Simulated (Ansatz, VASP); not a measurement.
# Two plane-wave programs on BN

```
CELL_PARAMETERS angstrom
2.55394 0.00000 0.00000
-1.27697 2.21178 0.00000
0.00000 0.00000 4.22685
ATOMIC_POSITIONS crystal
B 0.66667 0.33333 0.99972
B 0.33333 0.66667 0.49972
N 0.66667 0.33333 0.60753
N 0.33333 0.66667 0.10753
```

Change from the starting cell: all N atoms moved -0.075 Å, as atom 3 along Cartesian [0 0 1].

Alike in both runs: task single point; functional PBEsol; k mesh 12 × 12 × 6; occupations gaussian, width 0.05 eV; no spin polarisation.

```csv
,VASP,Ansatz
version,VASP 6.6.1,Ansatz 0.2.0
potentials or method,"VASP PAW PBE potentials, release 64 (B, N)","scalar-relativistic, plane waves, PAW"
plane-wave cutoff (eV),520,420
valence electrons in the cell,16,16
```

VASP gave:

```
gap on the k mesh at the Fermi level (eV)       : 5.33
least direct gap on the mesh (eV)               : 7.46
pressure (GPa)                                  : -3.2
largest component of the traceless stress (GPa) : 0.46
rms of the force components (eV/Å)              : 0.816
```

What did Ansatz give for the same quantities?

gap on the k mesh at the Fermi level (eV): 5.34; least direct gap on the mesh (eV): 7.45; pressure (GPa): -3.7; largest component of the traceless stress (GPa): 0.78; rms of the force components (eV/Å): 0.809.

Atom by atom the forces differ by 0.008 eV/Å (rms over components).

Caveats: the PAW data sets were made with another functional, which shifts forces and pressure a little (VASP). A k mesh can miss the band edges.
